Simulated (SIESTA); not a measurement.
**ZrC under changes of volume**

One of the cells (13.493 Å³/atom); the others are scaled copies at fixed shape and fractional positions:

```xyz
2
Lattice="0.0000 2.3807 2.3807 2.3807 0.0000 2.3807 2.3807 2.3807 0.0000" Properties=species:S:1:pos:R:3 pbc="T T T"
Zr    2.3807    2.3807    2.3807
C     0.0000    0.0000    0.0000
```

```yaml
Program: SIESTA 5.4.2
Functional: PBEsol
Potentials_or_basis: PseudoDojo 0.4 standard (PBEsol files)
Basis: DZP (energy shift 0.003 Ry; two zetas on semicore shells)
Grid_cutoff: 800 Ry
Energy_shift: 0.003 Ry
k_mesh: 10 × 10 × 10
Occupations: fermi-dirac, width 0.05 eV
Spin: no spin polarisation
```

```csv
volume (Å³/atom),energy over the lowest point (meV/atom),pressure (GPa)
12.434,9.86,8.4
12.699,0.55,2.9
12.963,0.00,-2.1
13.493,21.04,-10.4
13.757,41.27,-14.0
14.022,?,?
```

Question: What does the run at 14.022 Å³/atom give?

Answer: Energy over the lowest point 67.12 meV/atom; pressure -17.2 GPa.

Worked out: A Birch-Murnaghan fit of order 3 (a polynomial in V^(-2/3)) to the other rows has its minimum at 12.85 Å³/atom with B0 = V·E''(V) = 237 GPa and B' = 4.2. It gives 67.13 meV/atom at 14.022 Å³/atom, against the run's 67.12, and -dE/dV = -17.2 GPa, against -17.2.

Energies are extrapolated to zero smearing.

Caveats: the basis of atomic orbitals isn't converged, which shifts pressures, moduli and gaps.
